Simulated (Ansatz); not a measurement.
Relaxed CsCl (CsCl type):

```xyz
4
Lattice="8.4118 0.0000 0.0000 0.0000 4.2059 0.0000 0.0000 0.0000 4.2059" Properties=species:S:1:pos:R:3 pbc="T T T"
Cs     0.0000     0.0000     0.0000
Cs     4.2059     0.0000     0.0000
Cl     2.1029     2.1029     2.1029
Cl     6.3088     2.1029     2.1029
```

A phonon eigenvector at X = (0.5, 0.0, 0.0) is frozen into this cell: atom i moves by Q times the vector below, so Q is the largest atomic displacement, in Å. The cell is held. (q is in reciprocal vectors of the primitive cell; the cell shown is doubled to hold the pattern.)

```
atom       x      y      z
----  ------  -----  -----
Cl3   -1.000  0.000  0.000
Cl4    1.000  0.000  0.000
```

Atoms not listed stay in place.

Method: PBE (plane waves to 420 eV, PAW, scalar-relativistic; Ansatz, a quantum-chemistry and plane-wave program). k mesh 4×8×8 (Γ-centred), Fermi-Dirac smearing 0.05 eV. Energies are smeared free energies. CsCl was relaxed with its symmetry unable to fall. The zero of ΔE is the undisplaced structure.

```tsv
Q (Å)	ΔE (meV/cell)
-0.1000	24.1
-0.0833	16.8
-0.0667	10.7
-0.0500	6.0
-0.0333	withheld
-0.0167	0.7
0.0000	0.0
0.0167	0.7
0.0333	withheld
0.0500	6.0
0.0667	10.7
0.0833	16.8
0.1000	24.1
```

**Question.** Fit an even polynomial form (powers 2, 4) to the given rows and predict ΔE at Q = -0.0333.

**Answer.** Least squares on the 11 given rows: ΔE = (2413)·Q² + (-41.42)·Q⁴, in meV/cell with Q in Å; root-mean-square residual 0.04 meV/cell. At -0.0333 the fit gives 2.7 meV/cell; the calculation gives 2.7 meV/cell, the same to the digits shown. The quadratic term alone would give 2.7 meV/cell.

(A displaced cell: forces are minus the slopes of the energy, force constants its curvatures, and phonons follow from these.)
